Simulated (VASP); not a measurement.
# Ru in VASP: relaxation of the atoms with PBE

Aim: the relaxation of the atoms of Ru with PBE.

Program: VASP 6.6.1. These are calculated values, not measurements. Logs are shortened: lines on timing, memory, paths and dates and some standing lists are left out, and cuts for length are marked.

## 1. Starting point

The cell holds a slab with vacuum, 6 atoms: a = 2.719 Å, b = 2.719 Å, c = 32.123 Å, α = 90.00°, β = 90.00°, γ = 120.00°.

The cell was built by a generator and needn't be a form met in nature.

## 2. Relaxation of the atoms, PBE

INCAR

```
SYSTEM = Ru
  PREC = Accurate
  ENCUT = 520
  EDIFF = 1E-6
  ISMEAR = 1
  SIGMA = 0.1
  LREAL = .FALSE.
  LASPH = .TRUE.
  NELM = 120
  ALGO = Normal
  ISIF = 2
  LWAVE = .FALSE.
  LCHARG = .FALSE.
  LDIPOL = .TRUE.
  IDIPOL = 3
  DIPOL = 0.5 0.5 0.500
  GGA = PE
  IBRION = 2
  NSW = 90
  EDIFFG = -0.02
  KPAR = 2
```

KPOINTS

```
Automatic mesh
0
G
  14 14 1
  0 0 0
```

POSCAR

```
Ru
1.0
    2.7193470000      0.0000000000      0.0000000000
   -1.3596735000      2.3550235400      0.0000000000
    0.0000000000      0.0000000000     32.1226475300
Ru
6
Selective dynamics
Direct
    0.3333330000      0.6666670000      0.3328139800  F F F
    0.6666670000      0.3333330000      0.3996883900  T T T
    0.3333330000      0.6666670000      0.4665628000  T T T
    0.6666670000      0.3333330000      0.5334372000  T T T
    0.3333330000      0.6666670000      0.6003116100  T T T
    0.6666670000      0.3333330000      0.6671860200  T T T
```

Potentials or basis: VASP PAW PBE potentials, release 64 (Ru_pv).

Command:

```
$ cat potpaw_PBE.64/Ru_pv/POTCAR > POTCAR
$ mpirun -np 2 vasp_std > vasp.out
```

OUTCAR:

```text
SYSTEM = Ru
   PREC = Accurate
   ENCUT = 520
   EDIFF = 1E-6
   ISMEAR = 1
   LREAL = .FALSE.
   LASPH = .TRUE.
   NELM = 120
   ISIF = 2
   GGA = PE
   IBRION = 2
   NSW = 90
   EDIFFG = -0.02

 ion  position               nearest neighbor table
   1  0.333  0.667  0.333-   2 2.66   2 2.66   2 2.66
   2  0.667  0.333  0.400-   3 2.66   1 2.66   3 2.66   1 2.66   3 2.66   1 2.66
   3  0.333  0.667  0.467-   4 2.66   4 2.66   2 2.66   2 2.66   4 2.66   2 2.66
   4  0.667  0.333  0.533-   3 2.66   3 2.66   5 2.66   5 2.66   3 2.66   5 2.66
   5  0.333  0.667  0.600-   4 2.66   6 2.66   4 2.66   6 2.66   4 2.66   6 2.66
   6  0.667  0.333  0.667-   5 2.66   5 2.66   5 2.66

  LATTYP: Found a hexagonal cell.
 ALAT       =     2.7193470000
 C/A-ratio  =    11.8126327865

  Lattice vectors:

 A1 = (   2.7193470000,   0.0000000000,   0.0000000000)
 A2 = (  -1.3596735000,   2.3550235400,   0.0000000000)
 A3 = (   0.0000000000,   0.0000000000,  32.1226475300)

Analysis of symmetry for initial positions (statically):
=====================================================================
 Subroutine PRICEL returns:
 Original cell was already a primitive cell.

 Routine SETGRP: Setting up the symmetry group for a
 hexagonal supercell.

 Subroutine GETGRP returns: Found 12 space group operations
 (whereof 12 operations were pure point group operations)
 out of a pool of 24 trial point group operations.

The static configuration has the point symmetry D_3d.

Analysis of symmetry for dynamics (positions and initial velocities):
=====================================================================
 Subroutine PRICEL returns:
 Original cell was already a primitive cell.

 Routine SETGRP: Setting up the symmetry group for a
 hexagonal supercell.

 Subroutine GETGRP returns: Found 12 space group operations
 (whereof 12 operations were pure point group operations)
 out of a pool of 24 trial point group operations.

The dynamic configuration has the point symmetry D_3d.

Analysis of constrained symmetry for selective dynamics:
=====================================================================
 Subroutine PRICEL returns:
 Original cell was already a primitive cell.

 Routine SETGRP: Setting up the symmetry group for a
 hexagonal supercell.

 Subroutine GETGRP returns: Found  6 space group operations
 (whereof  6 operations were pure point group operations)
 out of a pool of 24 trial point group operations.

The constrained configuration has the point symmetry C_3v.

 Subroutine INISYM returns: Found  6 space group operations
 (whereof  6 operations are pure point group operations),
 and found     1 'primitive' translations

----------------------------------------------------------------------------------------

                                     Primitive cell

  volume of cell :     205.7175

  direct lattice vectors                    reciprocal lattice vectors
     2.719347000  0.000000000  0.000000000     0.367735342  0.212312103  0.000000000
    -1.359673500  2.355023540  0.000000000     0.000000000  0.424624206  0.000000000
     0.000000000  0.000000000 32.122647530     0.000000000  0.000000000  0.031130684

  length of vectors
     2.719347000  2.719346962 32.122647530     0.424624200  0.424624206  0.031130684

  position of ions in fractional coordinates (direct lattice)
     0.333333000  0.666667000  0.332813980
     0.666667000  0.333333000  0.399688390
     0.333333000  0.666667000  0.466562800
     0.666667000  0.333333000  0.533437200
     0.333333000  0.666667000  0.600311610
     0.666667000  0.333333000  0.667186020

  ion indices of the primitive-cell ions
   primitive index   ion index
                 1           1
                 2           2
                 3           3
                 4           4
[... 31 lines left out ...]
  0.000000  0.000000  0.000000      1.000000
  0.071429  0.000000  0.000000      6.000000
  0.142857  0.000000  0.000000      6.000000
  0.214286  0.000000  0.000000      6.000000
  0.285714  0.000000  0.000000      6.000000
  0.357143 -0.000000  0.000000      6.000000
[... 16 lines left out ...]
  0.285714  0.285714  0.000000      6.000000
  0.357143  0.285714  0.000000      6.000000
   k-points           NKPTS =     24   k-points in BZ     NKDIM =     24   number of bands    NBANDS=     50
   number of dos      NEDOS =    301   number of ions     NIONS =      6
   total plane-waves  NPLWV =  96000
   dimension x,y,z NGX =    20 NGY =   20 NGZ =  240
   dimension x,y,z NGXF=    40 NGYF=   40 NGZF=  480
   ions per type =               6
   NGX,Y,Z   is equivalent  to a cutoff of  12.23, 12.23, 12.42 a.u.
   NGXF,Y,Z  is equivalent  to a cutoff of  24.45, 24.45, 24.84 a.u.
 SYSTEM =  Ru
   PREC   = accura    normal or accurate (medium, high low for compatibility)
   ISTART =      0    job   : 0-new  1-cont  2-samecut
   ICHARG =      2    charge: 1-file 2-atom 10-const
   ISPIN  =      1    spin polarized calculation?
   LNONCOLLINEAR =      F non collinear calculations
   LSORBIT =      F    spin-orbit coupling
   LASPH  =      T    aspherical Exc in radial PAW
   ENCUT  =  520.0 eV  38.22 Ry    6.18 a.u.   5.06  5.06 59.73*2*pi/ulx,y,z
   NELM   =    120;   NELMIN=  2; NELMDL= -5     # of ELM steps
   EDIFF  = 0.1E-05   stopping-criterion for ELM
   LREAL  =      F    real-space projection
   EDIFFG = -.2E-01   stopping-criterion for IOM
   NSW    =     90    number of steps for IOM
   IBRION =      2    ionic relax: 0-MD 1-quasi-New 2-CG
   NFREE  =      1    steps in history (QN), initial steepest desc. (CG)
   ISIF   =      2    stress and relaxation
   ISYM   =      2    0-nonsym 1-usesym 2-fastsym
   POTIM  = 0.5000    time-step for ionic-motion
   TEBEG  =    0.0;   TEEND  =   0.0 temperature during run
   PSTRESS=    0.0 pullay stress
   NELECT =      84.0000    total number of electrons
   NUPDOWN=      -1.0000    fix difference up-down
   EMIN   =  10.00;   EMAX   =-10.00  energy-range for DOS
   EFERMI =   0.00;   METHOD = LEGACY
   ISMEAR =     1;   SIGMA  =   0.10  broadening in eV -4-tet -1-fermi 0-gaus
   EFERMI_NEDOS =   21; number of points for ismear=-14 and -15
   IALGO  =     38    algorithm
   IMIX   =      4    mixing-type and parameters
     AMIX     =   0.40;   BMIX     =  1.00
     AMIX_MAG =   1.60;   BMIX_MAG =  1.00
  volume/ion in A,a.u.               =      34.29       231.38
  Fermi-wavevector in a.u.,A,eV,Ry     =   1.214537  2.295143 20.069965  1.475101
  Thomas-Fermi vector in A             =   2.349954
   LORBIT       =      0    0 simple, 1 ext, 2 COOP (PROOUT), +10 PAW based schemes
   GGA     = PE    functional components
   LHFCALC =     F    Hartree Fock is set to
   AEXX    =    0.0000 exact exchange contribution
   IVDW    =     0    specifies the selected vdW correction
   LEPSILON=     F    determine dielectric tensor
   LRPA    =     F    only Hartree local field effects (RPA)
 conjugate gradient relaxation of ions
 non-spin polarized calculation
 Methfessel and Paxton  Order N= 1 SIGMA  =   0.10
  energy-cutoff  :      520.00
  volume of cell :      205.72
 maximum number of plane-waves:      5585
   NGX = 11   NGY = 11   NGZ =119

--------------------------------------- Ionic step        1  -------------------------------------------

 number of electron      84.0000024 magnetization

 Free energy of the ion-electron system (eV)
  ---------------------------------------------------
  ext. energy  EPLUGINS =         0.00000000
  ---------------------------------------------------
  free energy    TOTEN  =       -53.22769740 eV

  energy without entropy =      -53.22259409  energy(sigma->0) =      -53.22599630

------------------------ aborting loop because EDIFF is reached ----------------------------------------

  FORCE on cell =-STRESS in cart. coord.  units (eV):
  Direction    XX          YY          ZZ          XY          YZ          ZX
  --------------------------------------------------------------------------------------
  -------------------------------------------------------------------------------------
  Total       -3.5646153     -3.5646152     -3.5453138      0.0000000      0.0000000     -0.0000000
  in kB      -27.7620823    -27.7620813    -27.6117571      0.0000000      0.0000000     -0.0000000
  external PRESSURE =     -27.7119736 kB  Pullay stress =       0.0000000 kB
[... 101 lines left out ...]
  FREE ENERGIE OF THE ION-ELECTRON SYSTEM (eV)
  ---------------------------------------------------
  free  energy   TOTEN  =       -53.2893712435 eV

  energy  without entropy=      -53.2902319434  energy(sigma->0) =      -53.28965814

[... ionic steps 4 to 11 ...]

--------------------------------------- Ionic step       12  -------------------------------------------

 number of electron      84.0000012 magnetization

------------------------ aborting loop because EDIFF is reached ----------------------------------------
[... 69 lines left out ...]
  FREE ENERGIE OF THE ION-ELECTRON SYSTEM (eV)
  ---------------------------------------------------
  free  energy   TOTEN  =       -53.3101940954 eV

  energy  without entropy=      -53.3134525453  energy(sigma->0) =      -53.31128025

 dipolmoment           0.000000      0.000000      0.002797 electrons x Angstroem

--------------------------------------- Ionic step       14  -------------------------------------------

 number of electron      84.0000017 magnetization

 dipolmoment           0.000000      0.000000     -0.000209 electrons x Angstroem

 Free energy of the ion-electron system (eV)
  ---------------------------------------------------
  ext. energy  EPLUGINS =         0.00000000
  ---------------------------------------------------
  free energy    TOTEN  =       -53.31035045 eV

  energy without entropy =      -53.31367418  energy(sigma->0) =      -53.31145836

 E-fermi :   2.1102     XC(G=0):  -6.2484

 val. band max:        2.0942491929   @ k =   0.2143   0.1429   0.0000
 cond. band min:       2.1176682235   @ k =   0.2857   0.0714   0.0000
 fundamental gap:      0.0234190307
 Fermi energy:         2.1101710897

 k-point     1 :       0.0000    0.0000    0.0000
  band No.  band energies     occupation
      1     -41.5508      2.00000
      2     -41.4611      2.00000
      3     -41.0550      2.00000
      4     -40.7724      2.00000
      5     -40.7724      2.00000
      6     -40.7694      2.00000
[... 1261 lines left out ...]
     49       8.6146      0.00000
     50       9.1145      0.00000

------------------------ aborting loop because EDIFF is reached ----------------------------------------

 vacuum level on the upper side and lower side of the slab       (xc-potential included)        -0.152        -0.156

  FORCE on cell =-STRESS in cart. coord.  units (eV):
  Direction    XX          YY          ZZ          XY          YZ          ZX
  --------------------------------------------------------------------------------------
  -------------------------------------------------------------------------------------
  Total       -2.3271848     -2.3271847     -0.1372572      0.0000000      0.0000000      0.0000000
  in kB      -18.1246752    -18.1246745     -1.0689922      0.0000000      0.0000000      0.0000000
  external PRESSURE =     -12.4394473 kB  Pullay stress =       0.0000000 kB
[... 21 lines left out ...]
  FREE ENERGIE OF THE ION-ELECTRON SYSTEM (eV)
  ---------------------------------------------------
  free  energy   TOTEN  =       -53.3103504547 eV

  energy  without entropy=      -53.3136741830  energy(sigma->0) =      -53.31145836

 reached required accuracy - stopping structural energy minimisation

 vacuum level on the upper side and lower side of the slab         6.987         6.984
```

It took 14 min on 2 MPI ranks of Intel Xeon 6975P-C (Granite Rapids), shared host; peak memory 0.4 GiB.

What came out:

```
Free energy               : -53.3104 eV
Energy gained by relaxing : 13.8 meV/atom
Ionic steps               : 14
Band gap on the k mesh    : none (metal or under the smearing width)
```

The path:
```csv
step,energy change (eV),largest force (eV/Å),pressure (GPa)
1,0.0000,0.8260,-2.77
2,-0.0592,0.5740,-2.38
3,-0.0617,0.5021,-2.26
4,-0.0672,0.3981,-2.23
5,-0.0677,0.3553,-2.21
6,-0.0698,0.3099,-2.17
7,-0.0740,0.1686,-2.02
8,-0.0732,0.2416,-1.70
9,-0.0752,0.1744,-1.89
10,-0.0771,0.1152,-1.82
11,-0.0800,0.1983,-1.61
12,-0.0822,0.0725,-1.41
13,-0.0825,0.0502,-1.29
14,-0.0827,0.0182,-1.24
```

Final structure:
```cif
data_structure
_symmetry_space_group_name_H-M 'P 1'
_symmetry_Int_Tables_number 1
_cell_length_a 2.7193
_cell_length_b 2.7193
_cell_length_c 32.1226
_cell_angle_alpha 90.000
_cell_angle_beta 90.000
_cell_angle_gamma 120.000
_cell_volume 205.72
loop_
_atom_site_label
_atom_site_type_symbol
_atom_site_fract_x
_atom_site_fract_y
_atom_site_fract_z
_atom_site_occupancy
Ru1 Ru 0.33333 0.66667 0.33281 1
Ru2 Ru 0.66667 0.33333 0.39698 1
Ru3 Ru 0.33333 0.66667 0.46380 1
Ru4 Ru 0.66667 0.33333 0.53166 1
Ru5 Ru 0.33333 0.66667 0.59844 1
Ru6 Ru 0.66667 0.33333 0.66255 1
```

Levels at points of the mesh, in eV from the Fermi level:
| k point | band 39 | band 40 | band 41 | band 42 | band 43 | band 44 |
| --- | --- | --- | --- | --- | --- | --- |
| (0.00, 0.00, 0.00) | -1.98 | -1.98 | -1.10 | -1.10 | -0.82 | -0.55 |
| (0.50, 0.00, 0.00) | 0.68 | 0.82 | 1.14 | 1.32 | 1.33 | 1.56 |
